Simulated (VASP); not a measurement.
# AgCl (Chlorargyrite) (Fm-3m) in VASP: a series of runs

The runs below take AgCl (Chlorargyrite) through band structure, with r2SCAN, PBEsol.

Everything below comes from runs of VASP 6.6.1. Logs are shortened: lines on timing, memory, paths and dates and some standing lists are left out, and cuts for length are marked.

**What was measured.**

From a printed reference work, data compilation, for a bulk crystal of AgCl: band gap 3.249 eV (indirect).

The results are compared with them further down.

## Step 1: The structure

It takes space group Fm-3m (No. 225, cubic). Conventional cell: a = 5.470 Å, b = 5.470 Å, c = 5.470 Å, α = 90.00°, β = 90.00°, γ = 90.00°. Around Ag (site symmetry m-3m) lie 6 Cl at 2.73 Å. Cl (site symmetry m-3m) is surrounded by 6 Ag at 2.73 Å.

## Step 2: Band structure, r2SCAN

File INCAR:

```
PREC = Accurate
ENCUT = 520
EDIFF = 1E-6
ISMEAR = 0
SIGMA = 0.02
LREAL = False
LASPH = True
NELM = 100
ALGO = Normal
ISIF = 2
LWAVE = False
LCHARG = False
LMAXMIX = 4
METAGGA = R2SCAN
LMIXTAU = True
NBANDS = 16
```

File KPOINTS:

```
regular mesh
0
Gamma
  8 8 8
```

File POSCAR:

```
AgCl
1.0
    0.0000000000      2.7350000000      2.7350000000
    2.7350000000      0.0000000000      2.7350000000
    2.7350000000      2.7350000000      0.0000000000
Ag Cl
1 1
Direct
    0.0000000000      0.0000000000      0.0000000000
    0.5000000000      0.5000000000      0.5000000000
```

File KPOINTS_OPT:

```
path GXWKGLUWLK,UX
10
line-mode
reciprocal
 0.0000000000  0.0000000000  0.0000000000  G
 0.5000000000  0.0000000000  0.5000000000  X

 0.5000000000  0.0000000000  0.5000000000  X
 0.5000000000  0.2500000000  0.7500000000  W

 0.5000000000  0.2500000000  0.7500000000  W
 0.3750000000  0.3750000000  0.7500000000  K

 0.3750000000  0.3750000000  0.7500000000  K
 0.0000000000  0.0000000000  0.0000000000  G

 0.0000000000  0.0000000000  0.0000000000  G
 0.5000000000  0.5000000000  0.5000000000  L

 0.5000000000  0.5000000000  0.5000000000  L
 0.6250000000  0.2500000000  0.6250000000  U

 0.6250000000  0.2500000000  0.6250000000  U
 0.5000000000  0.2500000000  0.7500000000  W

 0.5000000000  0.2500000000  0.7500000000  W
 0.5000000000  0.5000000000  0.5000000000  L

 0.5000000000  0.5000000000  0.5000000000  L
 0.3750000000  0.3750000000  0.7500000000  K

 0.6250000000  0.2500000000  0.6250000000  U
 0.5000000000  0.0000000000  0.5000000000  X
```

Potentials or basis: VASP PAW PBE potentials, release 64 (Ag, Cl).

Started as:

```
$ cat potpaw_PBE.64/Ag/POTCAR potpaw_PBE.64/Cl/POTCAR > POTCAR
$ mpirun -np 1 vasp_std > vasp.out
```

OUTCAR:

```text
PREC = Accurate
   ENCUT = 520
   EDIFF = 1E-6
   ISMEAR = 0
   LREAL = False
   LASPH = True
   NELM = 100
   ISIF = 2
   METAGGA = R2SCAN

 ion  position               nearest neighbor table
   1  0.000  0.000  0.000-   2 2.73   2 2.73   2 2.73   2 2.73   2 2.73   2 2.73
   2  0.500  0.500  0.500-   1 2.73   1 2.73   1 2.73   1 2.73   1 2.73   1 2.73

  LATTYP: Found a face centered cubic cell.
 ALAT       =     5.4700000000

  Lattice vectors:

 A1 = (   0.0000000000,   2.7350000000,   2.7350000000)
 A2 = (   2.7350000000,   0.0000000000,   2.7350000000)
 A3 = (   2.7350000000,   2.7350000000,   0.0000000000)

Analysis of symmetry for initial positions (statically):
=====================================================================
 Subroutine PRICEL returns:
 Original cell was already a primitive cell.

 Routine SETGRP: Setting up the symmetry group for a
 face centered cubic supercell.

 Subroutine GETGRP returns: Found 48 space group operations
 (whereof 48 operations were pure point group operations)
 out of a pool of 48 trial point group operations.

The static configuration has the point symmetry O_h .

Analysis of symmetry for dynamics (positions and initial velocities):
=====================================================================
 Subroutine PRICEL returns:
 Original cell was already a primitive cell.

 Routine SETGRP: Setting up the symmetry group for a
 face centered cubic supercell.

 Subroutine GETGRP returns: Found 48 space group operations
 (whereof 48 operations were pure point group operations)
 out of a pool of 48 trial point group operations.

The dynamic configuration has the point symmetry O_h .

 Subroutine INISYM returns: Found 48 space group operations
 (whereof 48 operations are pure point group operations),
 and found     1 'primitive' translations

----------------------------------------------------------------------------------------

                                     Primitive cell

  volume of cell :      40.9168

  direct lattice vectors                    reciprocal lattice vectors
     0.000000000  2.735000000  2.735000000    -0.182815356  0.182815356  0.182815356
     2.735000000  0.000000000  2.735000000     0.182815356 -0.182815356  0.182815356
     2.735000000  2.735000000  0.000000000     0.182815356  0.182815356 -0.182815356

  length of vectors
     3.867874093  3.867874093  3.867874093     0.316645486  0.316645486  0.316645486

  position of ions in fractional coordinates (direct lattice)
     0.000000000  0.000000000  0.000000000
     0.500000000  0.500000000  0.500000000
[... 74 lines left out ...]
   LASPH  =      T    aspherical Exc in radial PAW
   ENCUT  =  520.0 eV  38.22 Ry    6.18 a.u.   7.19  7.19  7.19*2*pi/ulx,y,z
   NELM   =    100;   NELMIN=  2; NELMDL= -5     # of ELM steps
   EDIFF  = 0.1E-05   stopping-criterion for ELM
   LREAL  =      F    real-space projection
   EDIFFG = 0.1E-04   stopping-criterion for IOM
   NSW    =      0    number of steps for IOM
   IBRION =     -1    ionic relax: 0-MD 1-quasi-New 2-CG
   NFREE  =      0    steps in history (QN), initial steepest desc. (CG)
   ISIF   =      2    stress and relaxation
   ISYM   =      2    0-nonsym 1-usesym 2-fastsym
   POTIM  = 0.5000    time-step for ionic-motion
   TEBEG  =    0.0;   TEEND  =   0.0 temperature during run
   PSTRESS=    0.0 pullay stress
   NELECT =      18.0000    total number of electrons
   NUPDOWN=      -1.0000    fix difference up-down
   EMIN   =  10.00;   EMAX   =-10.00  energy-range for DOS
   EFERMI =   0.00;   METHOD = LEGACY
   ISMEAR =     0;   SIGMA  =   0.02  broadening in eV -4-tet -1-fermi 0-gaus
   EFERMI_NEDOS =   21; number of points for ismear=-14 and -15
   IALGO  =     38    algorithm
   IMIX   =      4    mixing-type and parameters
     AMIX     =   0.40;   BMIX     =  1.00
     AMIX_MAG =   1.60;   BMIX_MAG =  1.00
  volume/ion in A,a.u.               =      20.46       138.06
  Fermi-wavevector in a.u.,A,eV,Ry     =   1.245083  2.352866 21.092186  1.550232
  Thomas-Fermi vector in A             =   2.379321
   LORBIT       =      0    0 simple, 1 ext, 2 COOP (PROOUT), +10 PAW based schemes
   METAGGA = R2SCAN    functional components
   LHFCALC =     F    Hartree Fock is set to
   AEXX    =    0.0000 exact exchange contribution
   IVDW    =     0    specifies the selected vdW correction
   LEPSILON=     F    determine dielectric tensor
   LRPA    =     F    only Hartree local field effects (RPA)
 non-spin polarized calculation
 Gauss-broadening in eV      SIGMA  =   0.02
  energy-cutoff  :      520.00
  volume of cell :       40.92
 maximum number of plane-waves:      1124
 NGX is ok and might be reduce to    30
   NGX = 15   NGY = 15   NGZ = 15

 number of electron      18.0000002 magnetization

 Free energy of the ion-electron system (eV)
  ---------------------------------------------------
  ext. energy  EPLUGINS =         0.00000000
  ---------------------------------------------------
  free energy    TOTEN  =       -28.63134960 eV

  energy without entropy =      -28.63134960  energy(sigma->0) =      -28.63134960

 E-fermi :   4.1898     XC(G=0): -10.7406

 val. band max:        4.0832130230   @ k =   0.5000   0.0000   0.0000
 cond. band min:       5.5081009013   @ k =   0.0000   0.0000   0.0000
 fundamental gap:      1.4248878783
 Fermi energy:         4.1898208550

 k-point     1 :       0.0000    0.0000    0.0000
  band No.  band energies     occupation
      1     -12.0255      2.00000
      2       1.4553      2.00000
      3       1.4553      2.00000
      4       1.4553      2.00000
      5       1.4722      2.00000
      6       1.4722      2.00000
[... 433 lines left out ...]
      3      -0.4106      2.00000
      4      -0.3576      2.00000
      5       1.8043      2.00000
      6       1.8748      2.00000
[... 8 lines left out ...]
     15      18.4231      0.00000
     16      19.9071      0.00000

 [... further k-points ...]
[... 5 lines left out ...]
  --------------------------------------------------------------------------------------
  -------------------------------------------------------------------------------------
  Total        0.5641524      0.5641524      0.5641524      0.0000000      0.0000000     -0.0000000
  in kB       22.0904747     22.0904747     22.0904747      0.0000000      0.0000000     -0.0000000
  external PRESSURE =      22.0904747 kB  Pullay stress =       0.0000000 kB

 VOLUME and BASIS-vectors are now :
 -----------------------------------------------------------------------------
  energy-cutoff  :      520.00
  volume of cell :       40.92
      direct lattice vectors                 reciprocal lattice vectors
     0.000000000  2.735000000  2.735000000    -0.182815356  0.182815356  0.182815356
     2.735000000  0.000000000  2.735000000     0.182815356 -0.182815356  0.182815356
     2.735000000  2.735000000  0.000000000     0.182815356  0.182815356 -0.182815356

 POSITION                                       TOTAL-FORCE (eV/Angst)
 -----------------------------------------------------------------------------------
      0.00000      0.00000      0.00000         0.000000     -0.000000      0.000000
      2.73500      2.73500      2.73500        -0.000000      0.000000     -0.000000
 -----------------------------------------------------------------------------------
    total drift:                               -0.000000      0.000000      0.000000

  FREE ENERGIE OF THE ION-ELECTRON SYSTEM (eV)
  ---------------------------------------------------
  free  energy   TOTEN  =       -28.6313495985 eV

  energy  without entropy=      -28.6313495985  energy(sigma->0) =      -28.63134960
```

stdout:

```text
POSCAR found type information on POSCAR AgCl
 POSCAR found :  2 types and       2 ions
 scaLAPACK will be used
 -----------------------------------------------------------------------------
|                                                                             |
|                                                                             |
|     You enforced a specific xc type in the INCAR file but a different       |
|     I HOPE YOU KNOW WHAT YOU ARE DOING!                                     |
|                                                                             |
 -----------------------------------------------------------------------------

 LDA part: xc-table for (None), standard interpolation
 POSCAR, INCAR and KPOINTS ok, starting setup
 FFT: planning ... GRIDC
 FFT: planning ... GRID_SOFT
 FFT: planning ... GRID
 WAVECAR not read
 entering main loop
 Start KPOINTS_OPT (optional k-point list driver)
k-point batch [1-29\100]
k-point batch [30-58\100]
k-point batch [59-87\100]
k-point batch [88-100\100]
```

Wall time 5.5 min (1 thread of AMD EPYC 7R43 (Zen 3), shared host); peak memory 0.14 GiB.

What came out:

- Free energy: -28.6313 eV
- Pressure: 2.2 GPa
- Band gap on the k mesh: 1.42 eV, indirect (least direct gap 3.85 eV)
- Band gap along the path: 1.43 eV, indirect (least direct gap 3.69 eV)

Levels at the corners of the path, in eV from the valence-band top:
| point | band 7 | band 8 | band 9 | band 10 | band 11 | band 12 |
| --- | --- | --- | --- | --- | --- | --- |
| Γ | -2.61 | -2.56 | -2.56 | 1.43 | 11.32 | 11.32 |
| X | -2.08 | -2.08 | -1.94 | 2.85 | 8.29 | 9.40 |
| X | -2.08 | -2.08 | -1.94 | 2.85 | 8.29 | 9.40 |
| W | -2.08 | -2.04 | -1.23 | 4.78 | 8.38 | 8.38 |
| W | -2.08 | -2.04 | -1.23 | 4.78 | 8.38 | 8.38 |
| K | -1.97 | -1.72 | -1.13 | 4.14 | 7.72 | 8.73 |
| K | -1.97 | -1.72 | -1.13 | 4.14 | 7.72 | 8.73 |
| Γ | -2.61 | -2.56 | -2.56 | 1.43 | 11.32 | 11.32 |
| Γ | -2.61 | -2.56 | -2.56 | 1.43 | 11.32 | 11.32 |
| L | -1.87 | 0.00 | 0.00 | 4.60 | 7.41 | 8.19 |
| L | -1.87 | 0.00 | 0.00 | 4.60 | 7.41 | 8.19 |
| U | -1.97 | -1.72 | -1.13 | 4.14 | 7.72 | 8.73 |
| U | -1.97 | -1.72 | -1.13 | 4.14 | 7.72 | 8.73 |
| W | -2.08 | -2.04 | -1.23 | 4.78 | 8.38 | 8.38 |
| W | -2.08 | -2.04 | -1.23 | 4.78 | 8.38 | 8.38 |
| L | -1.87 | 0.00 | 0.00 | 4.60 | 7.41 | 8.19 |
| L | -1.87 | 0.00 | 0.00 | 4.60 | 7.41 | 8.19 |
| K | -1.97 | -1.72 | -1.13 | 4.14 | 7.72 | 8.73 |
| U | -1.97 | -1.72 | -1.13 | 4.14 | 7.72 | 8.73 |
| X | -2.08 | -2.08 | -1.94 | 2.85 | 8.29 | 9.40 |

Caveat: the PAW data sets were made with another functional, which shifts forces and pressure a little.

## Step 3: Band structure, PBEsol

File INCAR:

```
  ALGO = Normal
  EDIFF = 1E-6
  ENCUT = 520
  GGA = PS
  ISIF = 2
  ISMEAR = 0
  LASPH = T
  LCHARG = F
  LMAXMIX = 4
  LREAL = F
  LWAVE = F
  NELM = 80
  PREC = Accurate
  SIGMA = 0.02
```

File KPOINTS:

```
k-points
0
Gamma
  8 8 8
```

POSCAR is that of step 2.

KPOINTS_OPT, as its differences from that of step 2:

```diff
@@ -1,3 +1,3 @@
 path GXWKGLUWLK,UX
-10
+20
 line-mode
```

Potentials or basis: VASP PAW PBE potentials, release 64 (Ag, Cl).

Started as:

```
$ cat potpaw_PBE.64/Ag/POTCAR potpaw_PBE.64/Cl/POTCAR > POTCAR
$ mpirun -np 1 vasp_std > vasp.out
```

Wall time 2.1 min (1 thread of AMD EPYC 7R43 (Zen 3), shared host); peak memory 0.14 GiB.

The run converged. Its results:

* Free energy: -6.0599 eV
* Pressure: -0.8 GPa
* Band gap on the k mesh: 0.72 eV, indirect (least direct gap 3.18 eV)
* Band gap along the path: 0.72 eV, indirect (least direct gap 2.99 eV)

Levels at the corners of the path, in eV from the valence-band top:
```
point  band 7  band 8  band 9  band 10  band 11  band 12
    Γ   -2.51   -2.51   -2.51     0.72    10.73    10.73
    X   -2.10   -2.10   -1.99     2.16     7.80     8.60
    X   -2.10   -2.10   -1.99     2.16     7.80     8.60
    W   -2.10   -2.09   -1.31     4.16     7.73     7.73
    W   -2.10   -2.09   -1.31     4.16     7.73     7.73
    K   -1.98   -1.78   -1.15     3.47     7.09     8.02
    K   -1.98   -1.78   -1.15     3.47     7.09     8.02
    Γ   -2.51   -2.51   -2.51     0.72    10.73    10.73
    Γ   -2.51   -2.51   -2.51     0.72    10.73    10.73
    L   -1.90    0.00    0.00     3.92     6.67     7.45
    L   -1.90    0.00    0.00     3.92     6.67     7.45
    U   -1.98   -1.78   -1.15     3.47     7.09     8.02
    U   -1.98   -1.78   -1.15     3.47     7.09     8.02
    W   -2.10   -2.09   -1.31     4.16     7.73     7.73
    W   -2.10   -2.09   -1.31     4.16     7.73     7.73
    L   -1.90    0.00    0.00     3.92     6.67     7.45
    L   -1.90    0.00    0.00     3.92     6.67     7.45
    K   -1.98   -1.78   -1.15     3.47     7.09     8.02
    U   -1.98   -1.78   -1.15     3.47     7.09     8.02
    X   -2.10   -2.10   -1.99     2.16     7.80     8.60
```

Caveat: the PAW data sets were made with another functional, which shifts forces and pressure a little.

## Step 4: Band structure, r2SCAN

INCAR, as its differences from that of step 3:

```diff
@@ -3,3 +3,2 @@
   ENCUT = 520
-  GGA = PS
   ISIF = 2
@@ -9,4 +8,6 @@
   LMAXMIX = 4
+  LMIXTAU = T
   LREAL = F
   LWAVE = F
+  METAGGA = R2SCAN
   NELM = 80
```

KPOINTS is that of step 3.

POSCAR is that of step 3.

KPOINTS_OPT is that of step 3.

Started as:

```
$ cat potpaw_PBE.64/Ag/POTCAR potpaw_PBE.64/Cl/POTCAR > POTCAR
$ mpirun -np 1 vasp_std > vasp.out
```

It took 7.1 min on 1 thread of AMD EPYC 7R43 (Zen 3), shared host; peak memory 0.14 GiB.

The run converged. Its results:

```yaml
Free_energy: -28.6313 eV
Pressure: 2.2 GPa
Band_gap_on_the_k_mesh: 1.42 eV, indirect (least direct gap 3.85 eV)
Band_gap_along_the_path: 1.43 eV, indirect (least direct gap 3.67 eV)
```

Levels at the corners of the path, in eV from the valence-band top:
| point | band 6 | band 7 | band 8 | band 9 | band 10 | band 11 | band 12 | band 13 |
| --- | --- | --- | --- | --- | --- | --- | --- | --- |
| Γ | -2.61 | -2.61 | -2.56 | -2.56 | 1.43 | 11.32 | 11.32 | 11.32 |
| X | -2.35 | -2.08 | -2.08 | -1.94 | 2.85 | 8.29 | 9.40 | 12.57 |
| X | -2.35 | -2.08 | -2.08 | -1.94 | 2.85 | 8.29 | 9.40 | 12.57 |
| W | -2.13 | -2.08 | -2.04 | -1.23 | 4.78 | 8.38 | 8.38 | 8.73 |
| W | -2.13 | -2.08 | -2.04 | -1.23 | 4.78 | 8.38 | 8.38 | 8.73 |
| K | -2.15 | -1.97 | -1.72 | -1.13 | 4.14 | 7.72 | 8.73 | 10.63 |
| K | -2.15 | -1.97 | -1.72 | -1.13 | 4.14 | 7.72 | 8.73 | 10.63 |
| Γ | -2.61 | -2.61 | -2.56 | -2.56 | 1.43 | 11.32 | 11.32 | 11.32 |
| Γ | -2.61 | -2.61 | -2.56 | -2.56 | 1.43 | 11.32 | 11.32 | 11.32 |
| L | -2.21 | -1.87 | 0.00 | 0.00 | 4.60 | 7.41 | 8.19 | 8.19 |
| L | -2.21 | -1.87 | 0.00 | 0.00 | 4.60 | 7.41 | 8.19 | 8.19 |
| U | -2.15 | -1.97 | -1.72 | -1.13 | 4.14 | 7.72 | 8.73 | 10.63 |
| U | -2.15 | -1.97 | -1.72 | -1.13 | 4.14 | 7.72 | 8.73 | 10.63 |
| W | -2.13 | -2.08 | -2.04 | -1.23 | 4.78 | 8.38 | 8.38 | 8.73 |
| W | -2.13 | -2.08 | -2.04 | -1.23 | 4.78 | 8.38 | 8.38 | 8.73 |
| L | -2.21 | -1.87 | 0.00 | 0.00 | 4.60 | 7.41 | 8.19 | 8.19 |
| L | -2.21 | -1.87 | 0.00 | 0.00 | 4.60 | 7.41 | 8.19 | 8.19 |
| K | -2.15 | -1.97 | -1.72 | -1.13 | 4.14 | 7.72 | 8.73 | 10.63 |
| U | -2.15 | -1.97 | -1.72 | -1.13 | 4.14 | 7.72 | 8.73 | 10.63 |
| X | -2.35 | -2.08 | -2.08 | -1.94 | 2.85 | 8.29 | 9.40 | 12.57 |

Caveat: the PAW data sets were made with another functional, which shifts forces and pressure a little.

## Step 5: The reference run

An earlier run on the cell as given: functional PBEsol; potentials or basis VASP PAW PBE potentials, release 64 (Ag, Cl); cutoff 520 eV; k mesh 8 × 8 × 8; occupations fermi-dirac, width 0.05 eV; no spin polarisation.

* Pressure: -0.8 GPa
* Band gap on the k mesh: 0.72 eV, indirect (least direct gap 3.18 eV)

## Step 6: Overview

```csv
task,level,smearing,ladder,gap on the mesh (eV),pressure (GPa)
band structure,r2SCAN,gaussian 0.02 eV,free,1.42,2.2
band structure,PBEsol,gaussian 0.02 eV,gaps,0.72,-0.8
band structure,r2SCAN,gaussian 0.02 eV,gaps,1.42,2.2
single point,PBEsol,fermi-dirac 0.05 eV,free,0.72,-0.8
```

Alike in all rows: potentials or basis VASP PAW PBE potentials, release 64 (Ag, Cl); no spin polarisation; cell as given; k mesh 8 × 8 × 8; cutoff (eV) 520.

On the cell as given the gap runs from 0.72 eV (PBEsol) to 1.42 eV (r2SCAN). The pressure there spans -0.8 GPa (PBEsol) to 2.2 GPa (r2SCAN); a positive pressure means that this level wants a larger cell, a negative one a smaller.

Caveats: the PAW data sets were made with another functional, which shifts forces and pressure a little.

Absolute energies hang on the potentials; compare differences alone.

## Step 7: Comparison with measurements

Step 2. Measured gap of AgCl: 3.249 eV (indirect; a printed reference work, data compilation). This calculation gives 1.43 eV (-1.82 eV). So large a miss can be the level of theory's own, or it may mean another phase, state or a wrong row. Spin-orbit coupling on Ag is left out. The value is that of r2SCAN, without temperature or zero-point motion.

Step 3. Measured gap of AgCl: 3.249 eV (indirect; a printed reference work, data compilation). This calculation gives 0.72 eV (-2.53 eV). So large a miss can be the level of theory's own, or it may mean another phase, state or a wrong row. Spin-orbit coupling on Ag is left out. The value is that of PBEsol, without temperature or zero-point motion. Semilocal functionals fall short of measured gaps as a rule.

Step 4. A measured gap of AgCl is 3.249 eV (indirect; a printed reference work, data compilation); the calculated 1.43 eV misses it by -1.82 eV. So large a miss can be the level of theory's own, or it may mean another phase, state or a wrong row. Spin-orbit coupling on Ag is left out. The value is that of r2SCAN, without temperature or zero-point motion.
